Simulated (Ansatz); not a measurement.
The cell is ZnSnN2, ordered on the rocksalt lattice (P4/nmm) with 8 atoms a cell (no longer in that coordination); cell and atoms were relaxed with r2SCAN. Space group P4/nmm (No. 129), tetragonal; conventional cell a = 3.155 Å, c = 9.115 Å, 11.34 Å³ an atom. Zn is surrounded by 5 N at 2.12–2.25 Å; N is surrounded by 1 Sn at 2.05 Å and 5 Zn at 2.12–2.25 Å; N is surrounded by 5 Sn at 2.22–2.26 Å; Sn is surrounded by 6 N at 2.05–2.26 Å.

The questions ask for values computed with Ansatz on this geometry. No magnetic order and no zero-point or thermal motion; the cell was built from a prototype and may be hypothetical.

Problem. Is there a gap with PBE, and of what kind?

Solution. With PBE the bands overlap by 0.62 eV (counted from 1, band 36 peaks at Z–R (0.90 of the way from Z) and band 37 bottoms out at Γ): no gap.

Problem. What does PBE+SOC give for the gap (8×8×4 mesh)?

Solution. With PBE+SOC the bands overlap by 0.62 eV (counted from 1, band 72 peaks at Z–R (0.90 of the way from Z) and band 73 bottoms out at Γ): no gap.

Problem. What does r2SCAN give for the gap (8×8×4 mesh)?

Solution. r2SCAN gives no gap: the lowest nominally empty band dips 0.28 eV below the top of the last filled one (its bottom at Γ, the top at Z–R (0.90 of the way from Z)), so the cell is a metal or semimetal at this level.

Only the levels marked +SOC include spin-orbit coupling.

Where an edge lies off the special points, it is a point of the mesh or the k point where a search put PBE's edge or least direct gap, reused for the other functionals, whose own edges may lie a little apart; PBE's own value is read along its path and can be a few hundredths of an eV high.
